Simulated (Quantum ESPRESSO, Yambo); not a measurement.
# ZrSe2 (1T monolayer): G0W0 with Yambo, start to end, part 2 of 3

How does a plane-wave GW calculation on ZrSe2 (1T monolayer) run from the first input to the gap?

Quantum ESPRESSO 7.5 and Yambo 5.3.0; PBE and many-body steps on it, plane waves. Known limits of the many-body steps: not at the basis limit; no spin-orbit coupling.

So far. Step 2 (Ground state): The gap is indirect, with the least direct gap 0.58 eV higher. Step 3 (Bands along the symmetry lines): The gap is 0.530 eV, −0.021 eV from the run before at this level.

### Step 4. Empty states on the mesh, 6×6×1 mesh, 124 bands

Level of this step: DFT, PBE, plane waves, norm-conserving pseudopotentials (Quantum ESPRESSO).

The sums over transitions need many empty states on a uniform mesh; this step solves for them.

Contents of pw.in:

```
&control
  calculation = 'nscf'
  prefix = 'x'
  outdir = 'o'
  pseudo_dir = 'pseudo'
/
&system
  ibrav = 0
  nat = 3
  ntyp = 2
  ecutwfc = 104.0
  nbnd = 124
  force_symmorphic = .true.
/
&electrons
  conv_thr = 1e-9
  electron_maxstep = 80
  diago_full_acc = .true.
  diago_thr_init = 5e-6
/
ATOMIC_SPECIES
  Zr 91.224 Zr.upf
  Se 78.971 Se.upf
CELL_PARAMETERS angstrom
  3.8082320812 -0.0000000003 0.0000000000
  -1.9041160403 3.2980257260 0.0000000000
  0.0000000000 0.0000000000 16.0000000000
ATOMIC_POSITIONS crystal
  Zr 0.0000000000 0.0000000000 0.5000000000
  Se 0.3333333333 0.6666666667 0.5985386353
  Se 0.6666666667 0.3333333333 0.4014613647
K_POINTS automatic
  6 6 1 0 0 0
```

Started as:

```sh
> OMP_NUM_THREADS=1 mpirun -n 8 pw.x -nk 4 -in pw.in > pw.out
```

What it wrote:

```text
[banner, memory and clock lines left out]
Program PWSCF v.7.5 starts

     Atomic positions and unit cell read from directory:
     o/x.save/

     Message from routine setup:
     using ibrav=0 with symmetry is DISCOURAGED, use correct ibrav instead

     bravais-lattice index     =            0
     lattice parameter (alat)  =       7.1965  a.u.
     unit-cell volume          =    1356.1072 (a.u.)^3
     number of atoms/cell      =            3
     number of atomic types    =            2
     number of electrons       =        60.00
     number of Kohn-Sham states=          124
     kinetic-energy cutoff     =     104.0000  Ry
     charge density cutoff     =     416.0000  Ry
     Exchange-correlation= PBE
                           (   1   4   3   4   0   0   0)

     celldm(1)=   7.196516  celldm(2)=   0.000000  celldm(3)=   0.000000
     celldm(4)=   0.000000  celldm(5)=   0.000000  celldm(6)=   0.000000

     crystal axes: (cart. coord. in units of alat)
               a(1) = (   1.000000  -0.000000   0.000000 )
               a(2) = (  -0.500000   0.866025   0.000000 )
               a(3) = (   0.000000   0.000000   4.201425 )

     reciprocal axes: (cart. coord. in units 2 pi/alat)
               b(1) = (  1.000000  0.577350 -0.000000 )
               b(2) = (  0.000000  1.154701 -0.000000 )
               b(3) = ( -0.000000 -0.000000  0.238015 )
     Pseudo is Norm-conserving + core correction, Zval = 12.0
     Generated using ONCVPSP code by D. R. Hamann
     Using radial grid of 1622 points,  6 beta functions with:
     Pseudo is Norm-conserving + core correction, Zval = 24.0
     Generated using ONCVPSP code by D. R. Hamann
     Using radial grid of 1214 points,  6 beta functions with:
     Zr               12.00    91.22400     Zr( 1.00)
     Se               24.00    78.97100     Se( 1.00)

     12 Sym. Ops., with inversion, found

   Cartesian axes

     site n.     atom                  positions (alat units)
         1        Zr     tau(   1) = (   0.0000000   0.0000000   2.1007123  )
         2        Se     tau(   2) = (   0.0000000   0.5773503   2.5147150  )
         3        Se     tau(   3) = (   0.5000000   0.2886751   1.6867097  )

     number of k points=     7
                       cart. coord. in units 2pi/alat
        k(    1) = (   0.0000000   0.0000000   0.0000000), wk =   0.0555556
        k(    2) = (   0.0000000   0.1924501   0.0000000), wk =   0.3333333
        k(    3) = (   0.0000000   0.3849002   0.0000000), wk =   0.3333333
        k(    4) = (  -0.0000000  -0.5773503   0.0000000), wk =   0.1666667
        k(    5) = (   0.1666667   0.2886751   0.0000000), wk =   0.3333333
        k(    6) = (   0.1666667   0.4811252   0.0000000), wk =   0.6666667
        k(    7) = (   0.3333333   0.5773503   0.0000000), wk =   0.1111111

     Dense  grid:   194387 G-vectors     FFT dimensions: (  48,  48, 200)

     The potential is recalculated from file :
     o/x.save/charge-density

     Starting wfcs are   36 randomized atomic wfcs +   88 random wfcs

     Band Structure Calculation

     End of band structure calculation

          k = 0.0000 0.0000 0.0000 ( 24297 PWs)   bands (ev):

  -206.9615-206.9615-146.4448-146.4448-146.4448-146.4448-146.4402-146.4402
   -49.3027 -46.6269 -46.6269 -46.6267 -46.6267 -46.6192 -46.6192 -46.6189
   -46.6189 -46.6155 -46.6154 -27.3339 -27.2309 -27.2309 -12.7085 -11.8333
    -3.8019  -2.3171  -2.3171  -0.9055   0.1713   0.1713   1.3003   1.3003
[...]
[... 4 further rows ...]
[...]
33.6857  34.3077  34.3077  34.5024

          k = 0.0000 0.1925 0.0000 ( 24348 PWs)   bands (ev):

  -206.9615-206.9615-146.4448-146.4448-146.4448-146.4448-146.4402-146.4402
[...]
[... 4 further rows ...]
[...]
34.0155  34.6425  35.0279  35.4184

          k = 0.0000 0.3849 0.0000 ( 24272 PWs)   bands (ev):

  -206.9615-206.9615-146.4448-146.4448-146.4448-146.4448-146.4402-146.4402
[...]
20.9462  20.9593  21.4858  21.6412  22.2243  22.4484  22.7003  22.8645
     [... 4 further rows ...]
    31.7019  32.4844  32.7698  32.8043  32.9897  33.6780  33.7129  33.7595
    34.0868  34.2084  34.3552  34.5406

          k =-0.0000-0.5774 0.0000 ( 24312 PWs)   bands (ev):

     [... further k-points ...]

     highest occupied, lowest unoccupied level (ev):     0.1713    0.7009

     XML data file, pseudopotentials, collected wavefunctions
```

Elapsed: 35 s, on 8 MPI ranks of AMD EPYC 7R43, shared host; peak memory 1.6 GiB.

This step gave:

```
gap                                                           : 0.5296 eV
k of the valence top                                          : 0, 0, 0
k of the conduction bottom                                    : 0, -0.5, 0
least direct gap                                              : 1.129 eV
k points computed                                             : 7
lowest point of the top converged band, above the valence top : 34.33 eV
```

On this mesh the gap is 0.530 eV.

### Step 5. Conversion and set-up

This step: Yambo 5.3.0; conversion and set-up on PBE, plane waves, norm-conserving pseudopotentials.

The states are converted to the many-body program's format and the q mesh is built.

Started as:

```sh
> (cd o/x.save; p2y > p2y.log; mv SAVE ../..); yambo > setup.log
```

What it wrote:

```text
 Yambo, version 5.3.0

 [02] CORE Variables Setup
 =========================

  [02.01] Unit cells
  ==================

  Cell kind             :  HCP
  Atoms in the cell     :  Zr  Se
  number of Zr atoms    :  1
  number of Se atoms    :  2

  List of atomic masses
  Mass of Zr    :  91.22400
  Mass of Se    :  78.97100

  List of atomic coordinates    : [cc]
  Zr1       :   0.00000   0.00000  15.11781  order 1
  Se1       :  0.18120E-10   4.1549       18.097      order 2
  Se2       :   3.59826   2.07746  12.13843  order 3

  Alat factors          :   7.19652   6.23237  30.23562 [a.u.]
  Direct lattice volume :   1356.11    [a.u.]
  Direct lattice vectors:  A[ 1 ]  A[ 2 ]  A[ 3 ]
   A[ 1 ]:   1.0000     -0.90964E-10   0.0000      [iru]
    7.1965     -0.56692E-09   0.0000      [cc]
   A[ 2 ]: -0.500000  1.000000  0.000000  [iru]
  -3.598258  6.232365  0.000000  [cc]
   A[ 3 ]:  0.000000  0.000000  1.000000  [iru]
    0.00000   0.00000  30.23562  [cc]

  Recip. lattice volume :  0.182913 [a.u.]
  Recip. lattice vectors:  B[ 1 ]  B[ 2 ]  B[ 3 ]
   B[ 1 ]:  1.000000  0.500000  0.000000  [iku]
   0.873087  0.504077 -0.000000  [cc]
   B[ 2 ]:  0.90964E-10   1.0000       0.0000      [iku]
   0.79419E-10   1.0082      -0.0000      [cc]
   B[ 3 ]:  0.000000  0.000000  1.000000  [iku]
  -0.000000 -0.000000  0.207807  [cc]

  [02.02] Symmetries
  ==================

  Inversion symmetry    : yes
  Spatial inversion     : yes
  Inversion index       :   7
  K-space Time-reversal : no
  Magnetic symmetries   : no
  Group table correct   : yes
  Symmetries units      :  [cc]

   [S  1]:   1.0000     -0.10685E-26   0.0000      0.26879E-16   1.0000       0.0000       0.0000       0.0000       1.0000
   [S  2]:   1.0000     -0.15755E-09   0.0000     -0.18193E-09  -1.0000       0.0000       0.0000       0.0000      -1.0000
   [S  3]: -0.500000  0.866025  0.000000 -0.866025 -0.500000  0.000000  0.000000  0.000000  1.000000
[...]
[S 11]:  0.500000  0.866025  0.000000  0.866025 -0.500000  0.000000  0.000000  0.000000  1.000000
   [S 12]:  0.500000 -0.866025  0.000000 -0.866025 -0.500000  0.000000  0.000000  0.000000  1.000000

  [02.03] Reciprocal space
  ========================

  nG shells         :   8517
  nG charge         :  194387
  nG WFs            :  28469
  nC WFs            :  24348
  G-vecs. in first 80 shells:  [ Number ]
     1    3    5    7    9   15   27   29   41
    53   55   67   79   81   93   95  101  113
   125  137  149  151  163  175  181  193  205
[...]
787   811   823   835   837   849   861   885
  ...
  Shell energy in first 80 shells:  [ mHa ]
[...]
4137.19      4157.23      4191.95      4232.02      4334.62      4573.69      4595.28      4615.32      4633.80
    4645.38      4660.05      4740.21      4768.01      4858.19      4919.16      4939.20      5113.49      5141.99
[...]
K/Q-points units:
  rlu = crystal or reduced units; cc = cartesian coordinates; iku = interal k-units

  K [1]          [rlu]:  0.000000  0.000000  0.000000
         WF components:  24297
  K [2]          [rlu]:  0.63182E-26  0.16667       0.0000
         WF components:  24348
  K [3]          [rlu]:  0.12636E-25  0.33333       0.0000
         WF components:  24272
  K [4]          [rlu]: -0.18954E-25 -0.50000       0.0000
         WF components:  24312
  K [5]          [rlu]:  0.166667  0.166667  0.000000
         WF components:  24300
  K [6]          [rlu]:  0.166667  0.333333  0.000000
         WF components:  24254
  K [7]          [rlu]:  0.333333  0.333333  0.000000
         WF components:  24216

  [02.05] Energies & Occupations
  ==============================

  [X] === General ===
  [X] Electronic Temperature                        :  0.000000  0.000000 [eV K]
  [X] Bosonic    Temperature                        :  0.000000  0.000000 [eV K]
  [X] Finite Temperature mode                       : no
  [X] El. density                                   :  0.29858E+24 [cm-3]
  [X] Fermi Level                                   :  0.171324 [eV]

  [X] === Gaps and Widths ===
  [X] Conduction Band Min                           :  0.529598 [eV]
  [X] Valence Band Max                              :  0.000000 [eV]
  [X] Filled Bands                                  :  30
  [X] Empty Bands                                   :   31  124
  [X] Direct Gap                                    :  1.128932 [eV]
  [X] Direct Gap localized at k                     :  1
  [X] Indirect Gap                                  :  0.529598 [eV]
  [X] Indirect Gap between kpts                     :   1   4
  [X] Last valence band width                       :  1.924907 [eV]
  [X] 1st conduction band width                     :  1.311309 [eV]

  E @ K [1]:  [eV]
  -207.1328 -207.1328 -146.6161 -146.6161 -146.6161 -146.6161 -146.6115 -146.6115
[...]
occ @ K [1]
[...]
E @ K [2]:  [eV]
[...]
occ @ K [2]
[...]
E @ K [3]:  [eV]
[...]
occ @ K [3]
[...]
E @ K [4]:  [eV]
[...]
occ @ K [4]
[...]
E @ K [5]:  [eV]
[...]
occ @ K [5]
[...]
E @ K [6]:  [eV]
[...]
occ @ K [6]
[...]
E @ K [7]:  [eV]
[...]
occ @ K [7]
[...]
0.000000  0.000000  0.000000  0.000000  0.000000  0.000000  0.000000  0.000000
   0.000000  0.000000  0.000000  0.000000  0.000000  0.000000  0.000000  0.000000

 [03] Transferred momenta grid and indexing
 ==========================================

 IBZ Q-points                                      :   7
 BZ  Q-points                                      :   36

 K/Q-points units:
 rlu = crystal or reduced units; cc = cartesian coordinates; iku = interal k-units

 Q [1]          [rlu]:  0.000000  0.000000  0.000000
 Q [2]          [rlu]:  0.51729E-17  0.16667       0.0000
 Q [3]          [rlu]:  0.10346E-16  0.33333       0.0000
 Q [4]          [rlu]: -0.15519E-16 -0.50000       0.0000
 Q [5]          [rlu]:  0.166667  0.166667  0.000000
 Q [6]          [rlu]:  0.166667  0.333333  0.000000
 Q [7]          [rlu]:  0.333333  0.333333  0.000000

  [03.01] X indexes
  =================

   [03.01.01] Sigma indexes
   ========================

 [06] Game Over & Game summary
```

Elapsed: 7.2 s, on 1 MPI rank; peak memory 0.27 GiB.

(Part 2 of 3 ends here.)

[Paths, hosts, dates, memory and timing lines, banners, echoed tables and standing remarks are left out of the program output.]

[Logs are printed without paths, hosts, clocks, repeated set-up lines and the standing remarks that a program may print on its own settings, such as how far it seeks lower states.]

[Runs of the session that timed out or met a known fault of the program may be left out.]

[Hosts, paths, dates, database ids (printed as entryN), source tags and the programs' standing remarks are cut or masked in the printed files.]
